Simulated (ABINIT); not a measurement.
A run of ABINIT 10.8.3 (patched build) is set up as follows.

File run.abi:

```
ndtset 2

pp_dirpath "./"
pseudos "Zn.GGA_PBE-JTH.xml, S.GGA_PBE-JTH.xml"

acell 7.2210310021 7.2210310021 7.2210310021
rprim
     0.0000000000     0.7071067812     0.7071067812
     0.7071067812     0.0000000000     0.7071067812
     0.7071067812     0.7071067812     0.0000000000
ntypat 2
znucl 30 16
natom 2
typat 1 2
xred
     0.7500000000     0.7500000000     0.7500000000
     0.0000000000     0.0000000000     0.0000000000

ecut 20.0
pawecutdg 40.0

ixc 27

occopt 3
tsmear 0.05 eV

nstep 100

iomode 3
prtwf 0
prteig 0
prtebands 0
enunit 1
prtden1 1
prtvha1 1
prtvclmb1 1
prtpot1 1

kptopt1 1
ngkpt1 9 9 9
nshiftk1 1
shiftk1 0.0 0.0 0.0
nband1 13
tolvrs1 1.0e-9

iscf2 -2
getden2 1
nband2 17
nbdbuf2 2
tolwfr2 1.0e-12
kptopt2 -9
ndivsm2 5
prteig2 1
prtvol2 -3
kptbounds2
     0.0000000000     0.0000000000     0.0000000000
     0.5000000000     0.0000000000     0.5000000000
     0.5000000000     0.2500000000     0.7500000000
     0.3750000000     0.3750000000     0.7500000000
     0.0000000000     0.0000000000     0.0000000000
     0.5000000000     0.5000000000     0.5000000000
     0.6250000000     0.2500000000     0.6250000000
     0.5000000000     0.2500000000     0.7500000000
     0.5000000000     0.5000000000     0.5000000000
     0.3750000000     0.3750000000     0.7500000000
```

Potentials or basis: JTH PAW PBE v2.0.

Run with:

```bash
$ abinit run.abi > log 2>&1
```

Question: Predict the band gap on the k mesh.

Answer: 2.63 eV, direct.

Levels at the corners of the path, in eV from the valence-band top:
```
point  band 5  band 6  band 7  band 8  band 9  band 10  band 11  band 12  band 13  band 14
    Γ   -6.16   -6.16    0.00    0.00    0.00     2.63     6.71     6.71     6.71    11.83
    X   -6.09   -5.90   -4.46   -2.09   -2.09     4.01     4.45    11.52    12.25    12.25
    W   -6.19   -5.75   -4.40   -2.57   -2.53     6.21     6.22     8.29     8.74    12.83
    K   -6.13   -5.79   -4.44   -2.91   -1.70     4.62     6.31     9.87    10.05    11.09
    Γ   -6.16   -6.16    0.00    0.00    0.00     2.63     6.71     6.71     6.71    11.83
    L   -6.13   -5.93   -5.01   -0.82   -0.82     3.73     7.26     7.26     9.53    12.93
    U   -6.13   -5.79   -4.44   -2.91   -1.70     4.62     6.31     9.87    10.05    11.09
    W   -6.19   -5.75   -4.40   -2.57   -2.53     6.21     6.22     8.29     8.74    12.83
    L   -6.13   -5.93   -5.01   -0.82   -0.82     3.73     7.26     7.26     9.53    12.93
    K   -6.13   -5.79   -4.44   -2.91   -1.70     4.62     6.31     9.87    10.05    11.09
```

**What was measured.**

“Electronic, vibrational, and thermodynamic properties of ZnS (zincblende and rocksalt structure)”, 2009, arxiv:0911.5022 quotes, for a bulk crystal of ZnS at 19 K: band gap 3.85 eV (direct).

Against the measured gap of ZnS, 3.85 eV (direct; 19 K; quoted in “Electronic, vibrational, and thermodynamic properties of ZnS (zincblende and rocksalt structure)”, 2009, arxiv:0911.5022), the calculated 2.63 eV is off by -1.22 eV. The value is that of HCTH407, without temperature or zero-point motion.
